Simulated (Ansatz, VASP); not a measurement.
**MgO: VASP beside Ansatz**

```xyz
2
Lattice="0.0000 2.1070 2.1070 2.1070 0.0000 2.1070 2.1070 2.1070 0.0000" Properties=species:S:1:pos:R:3 pbc="T T T"
Mg    0.0000    0.0000    0.0000
O     2.1070    2.1070    2.1070
```

Alike in both runs: functional PBEsol; k mesh 10 × 10 × 10; occupations gaussian, width 0.02 eV; no spin polarisation.

Ansatz relaxed the structure, and its values are those at the end. VASP's run is a single point on that final structure, the one shown.

```csv
,VASP,Ansatz
version,VASP 6.6.1,Ansatz 0.2.0
potentials or method,"VASP PAW PBE potentials, release 64 (Mg, O)","scalar-relativistic, plane waves, PAW"
plane-wave cutoff (eV),520,420
valence electrons in the cell,8,16
```

Ansatz gave:

```
gap on the k mesh at the Fermi level (eV) : 4.62
least direct gap on the mesh (eV)         : 4.62
pressure (GPa)                            : 0.0
```

**Question.** Estimate VASP's values.

**Answer.** gap on the k mesh at the Fermi level (eV): 4.62; least direct gap on the mesh (eV): 4.62; pressure (GPa): -0.5.

The two sets of potentials don't hold the same shells in valence.

Caveats: the PAW data sets were made with another functional, which shifts forces and pressure a little (VASP). As with any semilocal functional, this PBEsol gap is likely too small.
